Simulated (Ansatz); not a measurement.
**Aluminium, dhcp under RPBE: from relaxation to bulk modulus**

What does RPBE give for aluminium in the dhcp structure? We relax it, solve it on a dense k-mesh, then scale the cell to 7 volumes from 88 to 112 % of the relaxed one and try a fit of the equation of state. Spin polarisation is left out. The k-meshes are 13×13×4 for the relaxation; 17×17×5 for the dense run; 14×14×4 for the volumes.

Program: Ansatz 0.2.0. Level of theory: DFT RPBE, plane waves (420 eV) with PAW, scalar-relativistic; the PAW data stem from PBE, with regenerated cores. These are calculated values, not measurements.

**1. The system as given**

It takes space group P6_3/mmc (No. 194, hexagonal). Conventional cell: a = 2.863 Å, b = 2.863 Å, c = 9.352 Å, α = 90.00°, β = 90.00°, γ = 120.00°. Al (site symmetry -3m) is surrounded by 12 Al at 2.86 Å. Al (site symmetry -6m2) has 12 Al at 2.86 Å as nearest neighbours.

As a file:

```
Al
1.0
     2.86348    0.00000    0.00000
    -1.43174    2.47985    0.00000
     0.00000    0.00000    9.35213
Al
4
Direct
  0.00000 0.00000 0.00000
  0.00000 0.00000 0.50000
  0.33333 0.66667 0.25000
  0.66667 0.33333 0.75000
```

**2. Relaxing cell and atoms**

File input.yaml:

```yaml
crystal:
  lattice:
    - [2.863481482, 0.0, 0.0]
    - [-1.431740741, 2.4798477067, 0.0]
    - [0.0, 0.0, 9.3521305203]
  atoms:
    - { symbol: Al, position: [0.0, 0.0, 0.0] }
    - { symbol: Al, position: [0.0, 0.0, 0.5] }
    - { symbol: Al, position: [0.3333333333, 0.6666666667, 0.25] }
    - { symbol: Al, position: [0.6666666667, 0.3333333333, 0.75] }
hamiltonian:
  xc: rpbe
  pseudopotentials:
    kind: paw
    azcp:
      Al: "pseudopotentials/Al.paw.azcp"
basis:
  ecutwfc: 420
  fft_grid_basis: typed
kpoints:
  mp_grid: { grid: [13, 13, 4], shift: [0, 0, 0] }
magnetization:
  spin_polarized: false
scf:
  occupations: { method: fermi_dirac, width: 0.1 }
relax:
  max_steps: 60
  f_tol: 0.01
  cell: {}
output:
  write_density: true
  write_potential: true
  elf: true
  volumetric_format: npy
```

Output, shortened:

```text
Warning: RAYON_NUM_THREADS=2 ignored (pool sized by the plan → 2); use --threads N
[...]
Pseudopotentials: kind: paw
Pseudopotential: Al, paw, valence charge 3, recommended cutoff 420 eV (normal), <dir>
Functional definition: RPBE
[...]
Crystal: 4 atoms, lattice volume = 66.409 Å³
Basis set: ecut = 420 eV, 1315 PW (Γ), exchange–correlation on 40×40×128 points (8 copies of the dense FFT grid, shifted against one another)
Bands: 10, of which v1, the nominal top of the filled ones, is band 6 counted from 1 (5 counted from 0)
Symmetry: 24 space group operations
Space group: P63/mmc (ITA 194), of the structure as read, at distance tolerance 4.0e-5 Å
k-points: 63 of 676
[...]
SCF iter   1: F=—  HF=-2161.743288 eV  |F-HF|=—  |Δ(HF+E_count)|=         —  Δρ=2.15e-3  dr2=3.14e-3  ethr=1.77e-3  ⟨swp⟩=6.9  Hψ=11894  notcnv=0  defer=12
[...]
relax step   1: F+E_penalty+E_count = -2161.74255650 eV  Δ(F+E_penalty+E_count) = +0.000e0 eV  max|allowed force component| = 1.156e-17 eV/Å  Δτ_max = 0.0000 Å  P = +1.170 GPa  Ω = 66.409 Å³  (6 SCF iters, dr2 threshold 1.00e-7 eV, accepted)
[...]
relax step   5: F+E_penalty+E_count = -2161.74729530 eV  Δ(F+E_penalty+E_count) = -9.747e-5 eV  max|allowed force component| = 2.313e-17 eV/Å  Δτ_max = 0.0000 Å  P = +0.001 GPa  Ω = 67.463 Å³  energy of the carried Pulay correction = -4.458e-4 eV  (6 SCF iters, accepted)
[...]
SCF converged after 6 iterations
Free energy (F): -2161.747797 eV
[...]
E sigma→0 (E₀):  -2161.722594 eV
Entropy (-TS):   -0.050407 eV (-12.602 meV/atom)
Fermi energy:    7.796379 eV
[...]
--- Forces (eV/Å), atoms counted from 1 ---
  atom   1  Al    -0.00000000    -0.00000000     0.00000000
  atom   2  Al     0.00000000     0.00000000    -0.00000000
  atom   3  Al    -0.00000000     0.00000000     0.00000000
  atom   4  Al     0.00000000    -0.00000000     0.00000000
[...]
--- Stress (GPa, compression-positive) ---
       -0.007821       0.000000       0.000000
        0.000000      -0.007821       0.000000
        0.000000       0.000000       0.047090
  P = ⅓ Tr σ = 0.0105 GPa (0.105 kbar)
--- Band table (eV; the first three rows and the last of 63) ---
  k-point 0: bands = ["-3.1666", "-1.5364", "-1.5357", "3.2107", "3.2969", "10.9206", "10.9306", "18.5856", "18.5856", "18.7509", "18.7509", "19.6787", "19.6787", "19.7202"]
[...]
--- Relaxed structure (5 steps of the walk, 5 accepted, 1 SCFs on fresh bases) ---
  F+E_penalty+E_count = -2161.74779742 eV   max|allowed force component| = 1.850e-17 eV/Å   (the final SCF, on the basis selected at the relaxed cell)
  cell:  # Å, volume = 67.4628 Å³
    - [2.8633085749288805, -4.5394540762479906e-35, 0.0]
    - [-1.4316542874644402, 2.4796979647622295, 0.0]
    - [0.0, 0.0, 9.501610923764114]
  atoms:
    - { symbol: Al, position: [4.8819276882752524e-34, -5.719573638067655e-34, 6.64998073460479e-36] }
    - { symbol: Al, position: [3.917256822027168e-34, -5.687213956947046e-34, 0.49999999999999994] }
    - { symbol: Al, position: [0.33333333333333326, 0.6666666666666666, 0.24999999999999997] }
    - { symbol: Al, position: [0.6666666666666666, 0.33333333333333326, 0.7499999999999998] }
```

Run time: 6.9 s. Hardware: 2 threads of Intel Xeon 6975P-C (Granite Rapids), shared host; peak memory 0.43 GiB.

The walk, from the log:

```
step  energy change (meV/atom)  largest force (eV/Å)  pressure (GPa)  volume (Å³/atom)
   1                      0.00                0.0000            1.17            16.602
   2                     -0.87                0.0000           -0.33            16.930
   3                     -1.05                0.0000           -0.07            16.873
   4                     -1.16                0.0000           -0.01            16.873
   5                     -1.18                0.0000            0.00            16.866
   6                     -1.31                0.0000            0.01            16.866
```

Steps that repeat a cell are solved on a basis chosen anew, so their changes of energy are no gain of the relaxation.

The cell of the run, before and after:

|  | before | after | change |
| --- | --- | --- | --- |
| a (Å) | 2.863 | 2.863 | +0.0 % |
| b (Å) | 2.863 | 2.863 | +0.0 % |
| c (Å) | 9.352 | 9.502 | +1.6 % |
| volume (Å³/atom) | 16.602 | 16.866 | +1.6 % |
| shortest distance (Å) | 2.863 | 2.863 | +0.0 % |
| space group (spins left aside) | P6_3/mmc | P6_3/mmc | same |

**3. Dense single point**

File input.yaml:

```yaml
crystal:
  lattice:
    - [2.8633085749, 0.0, 0.0]
    - [-1.4316542875, 2.4796979648, 0.0]
    - [0.0, 0.0, 9.5016109238]
  atoms:
    - { symbol: Al, position: [0.0, 1.0, 0.0] }
    - { symbol: Al, position: [0.0, 1.0, 0.5] }
    - { symbol: Al, position: [0.3333333333, 0.6666666667, 0.25] }
    - { symbol: Al, position: [0.6666666667, 0.3333333333, 0.75] }
hamiltonian:
  xc: rpbe
  pseudopotentials:
    kind: paw
    azcp:
      Al: "pseudopotentials/Al.paw.azcp"
basis:
  ecutwfc: 420
  fft_grid_basis: typed
kpoints:
  mp_grid: { grid: [17, 17, 5], shift: [0, 0, 0] }
magnetization:
  spin_polarized: false
scf:
  occupations: { method: fermi_dirac, width: 0.1 }
output:
  write_density: true
  write_potential: true
  elf: true
  volumetric_format: npy
```

Output:

```text
Warning: RAYON_NUM_THREADS=2 ignored (pool sized by the plan → 2); use --threads N
Engine: ansatz 0.2.0, x86_64-unknown-linux-gnu
Pseudopotentials: kind: paw
Pseudopotential: Al, paw, valence charge 3, recommended cutoff 420 eV (normal), <dir>
Functional definition: RPBE
  parameter kappa = 0.804
  parameter beta = 0.06672455060314922
  exchange = rpbe_x(kappa = kappa, mu = beta*pi^2/3)
  correlation = pbe_c(beta = beta)
Crystal: 4 atoms, lattice volume = 67.463 Å³
Basis set: ecut = 420 eV, 1315 PW (Γ)
Bands: 10, of which v1, the nominal top of the filled ones, is band 6 counted from 1 (5 counted from 0)
Symmetry: 24 space group operations
Space group: P63/mmc (ITA 194), of the structure as read, at distance tolerance 4.1e-5 Å
k-points: 99 of 1445
Non-local potential: Al, projectors of the file, l = 0: 2, l = 1: 2, l = 2: 1
PAW form: soft (Blöchl's): semilocal exchange-correlation on the pseudo side does not see the compensation charge
PAW frozen core: Al, regenerated for the run's functional, and the local potential with it (the file was generated under x = pbe(κ = 0.804, μ = 0.2195149727645171), c = pbe(β = 0.06672455060314922))
PAW one-centre angular grid: Al, 110 points (default); XC on 64 Gauss nodes
Initial density: superposition of atomic densities (neutral atoms: chi_scale 0, normalization atom), corrected by the library's trained network
Initial wavefunctions: pseudopotential atomic-orbital guess
Functional: x = rpbe, c = pbe(β = 0.06672455060314922)
SCF iter   1: F=—  HF=-2161.745225 eV  |F-HF|=—  |Δ(HF+E_count)|=         —  Δρ=2.07e-3  dr2=2.82e-3  ethr=1.77e-3  ⟨swp⟩=7.0  Hψ=19136  notcnv=0  defer=24
automatic band count: the SCF goes on with 14 bands, as 10 were too few: the levels above may hold too much charge
preconditioner: auto → none  [metal: Δε(μ)=0.035 eV  Ē_g=8.813 eV  σ=0.100 eV  W_gap=0.09  n_scr=6 (ndim 8)  ℏωp=15.7 eV  f_vac=0.000  D(μ)=1.55/eV (n_scr^D=6)  sad-step TF]
SCF iter   2: F=—  HF=-2161.744791 eV  |F-HF|=—  |Δ(HF+E_count)|=   4.34e-4  Δρ=1.31e-3  dr2=1.18e-3  ethr=2.35e-5  ⟨swp⟩=1.0  Hψ=2179  notcnv=0  defer=26
SCF iter   3: F=—  HF=-2161.744505 eV  |F-HF|=—  |Δ(HF+E_count)|=   2.86e-4  Δρ=9.13e-5  dr2=1.68e-5  ethr=9.82e-6  ⟨swp⟩=1.7  Hψ=1610  notcnv=0  defer=26
SCF iter   4: F=—  HF=-2161.744501 eV  |F-HF|=—  |Δ(HF+E_count)|=   3.98e-6  Δρ=5.06e-5  dr2=8.20e-6  ethr=1.40e-7  ⟨swp⟩=2.0  Hψ=1646  notcnv=0  defer=26
SCF iter   5: F=—  HF=-2161.744499 eV  |F-HF|=—  |Δ(HF+E_count)|=   2.23e-6  Δρ=1.04e-5  dr2=2.83e-7  ethr=6.83e-8  ⟨swp⟩=1.8  Hψ=1570  notcnv=0  defer=26
SCF iter   6: F=-2161.744499 eV  HF=-2161.744499 eV  |F-HF|=3.56e-9  |Δ(HF+E_count)|=   7.49e-8  Δρ=1.75e-6  dr2=5.21e-9  ethr=8.33e-10  ⟨swp⟩=5.3  Hψ=4449  notcnv=0
SCF 1 converged in 6 iterations: F = -2161.744499 eV  dr2 = 5.21e-9
SCF converged after 6 iterations
Free energy (F): -2161.744499 eV
Harris-Foulkes:  -2161.744499 eV  (|F-HF|=3.56e-9)
Internal energy: -2161.692083 eV  (E = F + TS)
E sigma→0 (E₀):  -2161.718291 eV
Entropy (-TS):   -0.052415 eV (-13.104 meV/atom)
Fermi energy:    7.819734 eV
--- Per-component energies (eV) ---
  E_band       = 41.496910
  E_kinetic    = 89.720997
  E_local      = 39.357675  (includes V_loc(G=0)·N_el)
  E_nonlocal   = 39.768317
  E_hartree    = 0.400243
  E_xc         = -158.790092
  E_vxc        = -114.612448  (∫ρ·V_xc dr)
  E_paw        = -1880.176275  (= ΣΔE_a)
  E_vpaw       = -13.538111  (= ΣTr[D̂ρ^β])
  E_aug_tail   = -0.000006  (compensation charges beyond the density's cutoff)
  E_ewald      = -291.903898
  E_core_change = -0.069045  (= ΣΔE_core)
  E_smearing   = -0.052415  (= −TS)
  E_closure    = -0.000000  (closes the sum)
  Σ components = -2161.744499   (vs F -2161.744499, Δ=0.00e0)
--- Band table (eV; the first three rows and the last of 99) ---
  k-point 0: bands = ["-3.1667", "-1.5373", "-1.5350", "3.2110", "3.2963", "10.9205", "10.9303", "18.5857", "18.5857", "18.7506", "18.7506", "19.6801", "19.6801", "19.7200"]
  k-point 1: bands = ["-3.1011", "-2.1211", "-0.8244", "2.0532", "4.5701", "9.1813", "12.7603", "18.5172", "18.6373", "18.6373", "18.8034", "18.8034", "19.4061", "19.4061"]
  k-point 2: bands = ["-2.9046", "-2.5776", "0.0125", "0.9725", "5.9987", "7.5372", "14.6703", "16.6219", "18.7900", "18.7900", "18.9415", "18.9415", "19.0864", "19.0864"]
  k-point 98: bands = ["4.4018", "4.4924", "4.6932", "4.7890", "5.7545", "5.9918", "7.1983", "7.3536", "8.1107", "8.4376", "9.1132", "9.7465", "13.1086", "13.2149"]
```

Wall time 2.2 s (2 threads of Intel Xeon 6975P-C (Granite Rapids), shared host); peak memory 0.42 GiB.

Density in a lattice plane of the grid's cell (edges 2.86 and 9.50 Å, at 0.000 of the third edge), which holds Al.

Ten even steps from ' ' (0.06 e/Å³) to '@' (0.21 e/Å³):
```
::==%%%%##%%%%==
@@@@%%##**##%%@@
################
##%%@@@@%%@@@@%%
%%%%@@@@%%@@@@%%
##%%@@@@%%@@@@%%
################
@@@@%%##**##%%@@
::==%%%%##%%%%==
    **@@@@@@**  
::==%%%%##%%%%==
@@@@%%##**##%%@@
################
##%%@@@@%%@@@@%%
%%%%@@@@%%@@@@%%
##%%@@@@%%@@@@%%
################
@@@@%%##**##%%@@
::==%%%%##%%%%==
    **@@@@@@**  
```
Columns run along the first of these edges and rows up along the second, over one cell in 8 and 20 even steps from the bottom left corner. Atoms in the plane (fractional): Al at (1.00, 0.00), Al at (1.00, 0.50).

ELF in the same plane.

Values, 12 rows by 6 columns:
```
0.42 0.54 0.55 0.48 0.55 0.54
0.52 0.54 0.54 0.52 0.54 0.54
0.55 0.61 0.61 0.48 0.61 0.61
0.52 0.54 0.54 0.52 0.54 0.54
0.42 0.54 0.55 0.48 0.55 0.54
0.34 0.07 0.61 0.62 0.61 0.07
0.42 0.54 0.55 0.48 0.55 0.54
0.52 0.54 0.54 0.52 0.54 0.54
0.55 0.61 0.61 0.48 0.61 0.61
0.52 0.54 0.54 0.52 0.54 0.54
0.42 0.54 0.55 0.48 0.55 0.54
0.34 0.07 0.61 0.62 0.61 0.07
```
Columns run along the first of these edges and rows up along the second, over one cell in 6 and 12 even steps from the bottom left corner. Atoms in the plane (fractional): Al at (1.00, 0.00), Al at (1.00, 0.50).

Both are smooth fields of the valence electrons: close to the nuclei they are not physical.

Maxima of ELF outside the ion cores: 0.65 beside Al, off the lines to its neighbours, 1.1 Å from Al.

**4. Volume × 0.88**

input.yaml: that of step 3 with these lines changed.

```diff
@@ -2,5 +2,5 @@
   lattice:
-    - [2.8633085749, 0.0, 0.0]
-    - [-1.4316542875, 2.4796979648, 0.0]
-    - [0.0, 0.0, 9.5016109238]
+    - [2.7438627126, 0.0, 0.0]
+    - [-1.3719313563, 2.3762548136, 0.0]
+    - [0.0, 0.0, 9.1052414508]
   atoms:
@@ -20,3 +20,3 @@
 kpoints:
-  mp_grid: { grid: [17, 17, 5], shift: [0, 0, 0] }
+  mp_grid: { grid: [14, 14, 4], shift: [0, 0, 0] }
 magnetization:
@@ -25,3 +25,5 @@
   occupations: { method: fermi_dirac, width: 0.1 }
+  lower_state_search: "off"
 output:
+  stress: true
   write_density: true
```

Output, shortened:

```text
Warning: RAYON_NUM_THREADS=2 ignored (pool sized by the plan → 2); use --threads N
[...]
Pseudopotentials: kind: paw
Pseudopotential: Al, paw, valence charge 3, recommended cutoff 420 eV (normal), <dir>
Functional definition: RPBE
[...]
Crystal: 4 atoms, lattice volume = 59.367 Å³
Basis set: ecut = 420 eV, 1165 PW (Γ)
Bands: 10, of which v1, the nominal top of the filled ones, is band 6 counted from 1 (5 counted from 0)
Symmetry: 24 space group operations
Space group: P63/mmc (ITA 194), of the structure as read, at distance tolerance 3.9e-5 Å
k-points: 72 of 784
[...]
SCF iter   1: F=—  HF=-2161.456969 eV  |F-HF|=—  |Δ(HF+E_count)|=         —  Δρ=2.04e-3  dr2=2.13e-3  ethr=1.77e-3  ⟨swp⟩=7.2  Hψ=14065  notcnv=0  defer=7
[...]
SCF iter   6: F=-2161.456689 eV  HF=-2161.456689 eV  |F-HF|=4.50e-9  |Δ(HF+E_count)|=   3.70e-8  Δρ=1.98e-6  dr2=6.16e-9  ethr=8.33e-10  ⟨swp⟩=9.1  Hψ=5020  notcnv=0
[...]
SCF converged after 6 iterations
Free energy (F): -2161.456689 eV
[...]
E sigma→0 (E₀):  -2161.433412 eV
Entropy (-TS):   -0.046554 eV (-11.638 meV/atom)
Fermi energy:    9.204318 eV
[...]
--- Stress (GPa, compression-positive) ---
       12.947581       0.000000       0.000000
       -0.000000      12.947581       0.000000
        0.000000       0.000000      12.349522
  P = ⅓ Tr σ = 12.7482 GPa (127.482 kbar)
--- Band table (eV; the first three rows and the last of 72) ---
  k-point 0: bands = ["-2.6914", "-0.9219", "-0.9169", "4.0605", "4.4834", "12.5380", "12.5490", "20.9610", "20.9610", "20.9742", "20.9742", "21.7688", "21.8583", "21.8583"]
[...]
```

Run time: 1.8 s. Hardware: 2 threads of Intel Xeon 6975P-C (Granite Rapids), shared host; peak memory 0.4 GiB.

**5. Volume × 0.92**

input.yaml: that of step 4 with these lines changed.

```diff
@@ -2,5 +2,5 @@
   lattice:
-    - [2.7438627126, 0.0, 0.0]
-    - [-1.3719313563, 2.3762548136, 0.0]
-    - [0.0, 0.0, 9.1052414508]
+    - [2.784821926, 0.0, 0.0]
+    - [-1.392410963, 2.4117265329, 0.0]
+    - [0.0, 0.0, 9.2411606155]
   atoms:
```

Output, shortened:

```text
Warning: RAYON_NUM_THREADS=2 ignored (pool sized by the plan → 2); use --threads N
[...]
Pseudopotentials: kind: paw
Pseudopotential: Al, paw, valence charge 3, recommended cutoff 420 eV (normal), <dir>
Functional definition: RPBE
[...]
Crystal: 4 atoms, lattice volume = 62.066 Å³
Basis set: ecut = 420 eV, 1195 PW (Γ)
Bands: 10, of which v1, the nominal top of the filled ones, is band 6 counted from 1 (5 counted from 0)
Symmetry: 24 space group operations
Space group: P63/mmc (ITA 194), of the structure as read, at distance tolerance 4.0e-5 Å
k-points: 72 of 784
[...]
SCF iter   1: F=—  HF=-2161.626260 eV  |F-HF|=—  |Δ(HF+E_count)|=         —  Δρ=2.02e-3  dr2=2.25e-3  ethr=1.77e-3  ⟨swp⟩=7.2  Hψ=13945  notcnv=0  defer=12
[...]
SCF iter   6: F=-2161.625905 eV  HF=-2161.625905 eV  |F-HF|=3.14e-8  |Δ(HF+E_count)|=   1.75e-7  Δρ=4.35e-6  dr2=3.99e-8  ethr=8.33e-10  ⟨swp⟩=8.6  Hψ=5619  notcnv=0
[...]
SCF converged after 6 iterations
Free energy (F): -2161.625905 eV
[...]
E sigma→0 (E₀):  -2161.601439 eV
Entropy (-TS):   -0.048933 eV (-12.233 meV/atom)
Fermi energy:    8.715051 eV
[...]
--- Stress (GPa, compression-positive) ---
        7.612231      -0.000000       0.000000
        0.000000       7.612231       0.000000
        0.000000       0.000000       7.382560
  P = ⅓ Tr σ = 7.5357 GPa (75.357 kbar)
--- Band table (eV; the first three rows and the last of 72) ---
  k-point 0: bands = ["-2.8651", "-1.1466", "-1.1402", "3.7526", "4.0575", "11.9596", "11.9699", "20.1299", "20.1299", "20.1827", "20.1827", "21.0362", "21.0746", "21.0746"]
[...]
```

Run time: 1.8 s. Hardware: 2 threads of Intel Xeon 6975P-C (Granite Rapids), shared host; peak memory 0.41 GiB.

**6. Volume × 0.96**

input.yaml: that of step 5 with these lines changed.

```diff
@@ -2,5 +2,5 @@
   lattice:
-    - [2.784821926, 0.0, 0.0]
-    - [-1.392410963, 2.4117265329, 0.0]
-    - [0.0, 0.0, 9.2411606155]
+    - [2.824610472, 0.0, 0.0]
+    - [-1.412305236, 2.4461844246, 0.0]
+    - [0.0, 0.0, 9.3731950343]
   atoms:
@@ -28,5 +28 @@
   stress: true
-  write_density: true
-  write_potential: true
-  elf: true
-  volumetric_format: npy
```

Output, shortened:

```text
Warning: RAYON_NUM_THREADS=2 ignored (pool sized by the plan → 2); use --threads N
[...]
Pseudopotentials: kind: paw
Pseudopotential: Al, paw, valence charge 3, recommended cutoff 420 eV (normal), <dir>
Functional definition: RPBE
[...]
Crystal: 4 atoms, lattice volume = 64.764 Å³
Basis set: ecut = 420 eV, 1279 PW (Γ)
Bands: 10, of which v1, the nominal top of the filled ones, is band 6 counted from 1 (5 counted from 0)
Symmetry: 24 space group operations
Space group: P63/mmc (ITA 194), of the structure as read, at distance tolerance 4.0e-5 Å
k-points: 72 of 784
[...]
SCF iter   1: F=—  HF=-2161.716824 eV  |F-HF|=—  |Δ(HF+E_count)|=         —  Δρ=2.04e-3  dr2=2.48e-3  ethr=1.77e-3  ⟨swp⟩=7.0  Hψ=13811  notcnv=0  defer=13
[...]
SCF iter   6: F=-2161.716331 eV  HF=-2161.716331 eV  |F-HF|=7.28e-12  |Δ(HF+E_count)|=  9.34e-10  Δρ=5.05e-7  dr2=1.43e-10  ethr=6.16e-11  ⟨swp⟩=1.8  Hψ=2684  notcnv=0
[...]
SCF converged after 6 iterations
Free energy (F): -2161.716331 eV
[...]
E sigma→0 (E₀):  -2161.690531 eV
Entropy (-TS):   -0.051601 eV (-12.900 meV/atom)
Fermi energy:    8.259760 eV
[...]
--- Stress (GPa, compression-positive) ---
        3.328184      -0.000000       0.000000
        0.000000       3.328184       0.000000
        0.000000       0.000000       3.402109
  P = ⅓ Tr σ = 3.3528 GPa (33.528 kbar)
```

It took 1.3 s on 2 threads of Intel Xeon 6975P-C (Granite Rapids), shared host; peak memory 0.37 GiB.

**7. Volume × 1.0**

input.yaml: that of step 6 with these lines changed.

```diff
@@ -2,5 +2,5 @@
   lattice:
-    - [2.824610472, 0.0, 0.0]
-    - [-1.412305236, 2.4461844246, 0.0]
-    - [0.0, 0.0, 9.3731950343]
+    - [2.8633085749, 0.0, 0.0]
+    - [-1.4316542875, 2.4796979648, 0.0]
+    - [0.0, 0.0, 9.5016109238]
   atoms:
```

Output, shortened:

```text
Warning: RAYON_NUM_THREADS=2 ignored (pool sized by the plan → 2); use --threads N
[...]
Pseudopotentials: kind: paw
Pseudopotential: Al, paw, valence charge 3, recommended cutoff 420 eV (normal), <dir>
Functional definition: RPBE
[...]
Crystal: 4 atoms, lattice volume = 67.463 Å³
Basis set: ecut = 420 eV, 1315 PW (Γ)
Bands: 10, of which v1, the nominal top of the filled ones, is band 6 counted from 1 (5 counted from 0)
Symmetry: 24 space group operations
Space group: P63/mmc (ITA 194), of the structure as read, at distance tolerance 4.1e-5 Å
k-points: 72 of 784
[...]
SCF iter   1: F=—  HF=-2161.744253 eV  |F-HF|=—  |Δ(HF+E_count)|=         —  Δρ=2.11e-3  dr2=2.88e-3  ethr=1.77e-3  ⟨swp⟩=6.9  Hψ=13665  notcnv=0  defer=10
[...]
SCF iter   6: F=-2161.743541 eV  HF=-2161.743541 eV  |F-HF|=1.09e-11  |Δ(HF+E_count)|=   3.56e-9  Δρ=5.36e-7  dr2=1.69e-10  ethr=5.05e-11  ⟨swp⟩=1.7  Hψ=2724  notcnv=0
[...]
SCF converged after 6 iterations
Free energy (F): -2161.743541 eV
[...]
E sigma→0 (E₀):  -2161.716371 eV
Entropy (-TS):   -0.054340 eV (-13.585 meV/atom)
Fermi energy:    7.834935 eV
[...]
--- Stress (GPa, compression-positive) ---
       -0.106210       0.000000       0.000000
        0.000000      -0.106210       0.000000
        0.000000       0.000000       0.212757
  P = ⅓ Tr σ = 0.0001 GPa (0.001 kbar)
```

It took 1.6 s on 2 threads of Intel Xeon 6975P-C (Granite Rapids), shared host; peak memory 0.4 GiB.

(Part 1 of 2 ends here.)
